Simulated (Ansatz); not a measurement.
Runs of Ansatz 0.2.0 on Si. The structure is cubic, space group Fd-3m (No. 227). The conventional cell has a = 5.444 Å, b = 5.444 Å, c = 5.444 Å, α = 90.00°, β = 90.00°, γ = 90.00°. Around Si (site symmetry -43m) lie 4 Si at 2.36 Å. 

```tsv
task	level	potentials or basis	cell	cutoff (eV)	smearing	basis error allowed	gap on the mesh (eV)	pressure (GPa)	relaxed volume (Å³/atom)
band structure	revPBE	all-electron LAPW, scalar-relativistic	as given	217	fermi-dirac 0.05 eV	0.001 eV/atom	0.67	2.5	-
band structure	LDA	all-electron LAPW, scalar-relativistic	as given	219	fermi-dirac 0.05 eV	0.001 eV/atom	0.53	-2.2	-
Born charges and dielectric tensor	LDA	all-electron PAW datasets made for the crystal	as given	200	fixed	-	0.53	-	-
relaxation of cell and atoms	BLYP	all-electron LAPW, scalar-relativistic	relaxed	-	fermi-dirac 0.05 eV	0.001 eV/atom	0.91	0.0	(a)
band structure	BLYP	all-electron LAPW, scalar-relativistic	as given	218	fermi-dirac 0.05 eV	0.001 eV/atom	(c)	4.2	-
relaxation of cell and atoms	RPBE+D4	all-electron LAPW, scalar-relativistic	relaxed	-	fermi-dirac 0.05 eV	0.001 eV/atom	0.63	0.0	19.53
relaxation of cell and atoms	PBEsol+D4	all-electron LAPW, scalar-relativistic	relaxed	-	fermi-dirac 0.05 eV	0.001 eV/atom	0.49	0.0	19.75
relaxation of cell and atoms	RPBE+D3(BJ)	all-electron LAPW, scalar-relativistic	relaxed	-	fermi-dirac 0.05 eV	0.001 eV/atom	0.53	0.0	18.57
relaxation of cell and atoms	revPBE	all-electron LAPW, scalar-relativistic	relaxed	-	fermi-dirac 0.05 eV	0.001 eV/atom	0.71	0.0	(b)
relaxation of cell and atoms	BLYP+D3(BJ)	all-electron LAPW, scalar-relativistic	relaxed	-	fermi-dirac 0.05 eV	0.001 eV/atom	0.82	0.0	19.82
```

Alike in all rows: no spin polarisation; k mesh 8 × 8 × 8.

Estimate the missing entries.

(a) 21.16; (b) 20.72; (c) 0.84.

Caveats: the gap is small at this level, which inflates the dielectric constant (some runs); the program warned that the printed levels may be off, so bands, gaps and densities of states are rough (some runs).

A k mesh can miss the band edges.

The runs don't all hold the same shells in valence.

Runs at the PBE level aren't shown here.
